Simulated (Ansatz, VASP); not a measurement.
# C: VASP beside Ansatz

File INCAR:

```
PREC = Accurate
ENCUT = 520
EDIFF = 1E-6
ISMEAR = 0
SIGMA = 0.05
LREAL = F
LASPH = T
NELM = 60
ALGO = Normal
ISIF = 2
LWAVE = F
LCHARG = F
GGA = PE
NBANDS = 11
```

File KPOINTS:

```
Automatic mesh
0
Gamma
  12 12 12
```

Contents of POSCAR:

```
C
1.0
    0.0000000000      1.9260720000      1.7120640000
    1.9260720000      0.0000000000      1.7120640000
    1.9260720000      1.9260720000      0.0000000000
C
2
Direct
    0.5000000000      0.5000000000      0.5000000000
    0.7500000000      0.7500000000      0.7500000000
```

Input for Ansatz:

```yaml
crystal:
  lattice:
    - [0.0, 1.926072, 1.712064]
    - [1.926072, 0.0, 1.712064]
    - [1.926072, 1.926072, 0.0]
  atoms:
    - { symbol: C, position: [0.5, 0.5, 0.5] }
    - { symbol: C, position: [0.75, 0.75, 0.75] }
basis:
  ecutwfc: 420
kpoints:
  mp_grid: { grid: [12, 12, 12] }
hamiltonian:
  xc: pbe
scf:
  occupations: { method: gaussian, width: 0.05 }
output:
  forces: true
  stress: true
  eigenvalues: true
```

Change from the starting cell: strain +0.080 along x and y, -0.040 along z, atoms carried along.

Alike in both runs: task single point; functional PBE; k mesh 12 × 12 × 12; occupations gaussian, width 0.05 eV; no spin polarisation.

```csv
,VASP,Ansatz
version,VASP 6.6.1,Ansatz 0.2.0
potentials or method,"VASP PAW PBE potentials, release 64 (C)","scalar-relativistic, plane waves, PAW"
plane-wave cutoff (eV),520,420
valence electrons in the cell,8,8
```

|  | VASP | Ansatz | Ansatz less VASP |
| --- | --- | --- | --- |
| gap on the k mesh at the Fermi level (eV) | 1.29 | 1.30 | +0.005 |
| least direct gap on the mesh (eV) | 3.52 | 3.53 | +0.005 |
| pressure (GPa) | -37.7 | -37.9 | -0.28 |
| largest component of the traceless stress (GPa) | 56.51 | 56.53 | +0.025 |

With one functional, cell and mesh, what is left measures potentials, basis and numerics.

Caveats: the cell as given lies far from equilibrium; so large a pressure means that the cell lies far from this level's equilibrium, or that cutoff or potentials fall short (VASP).
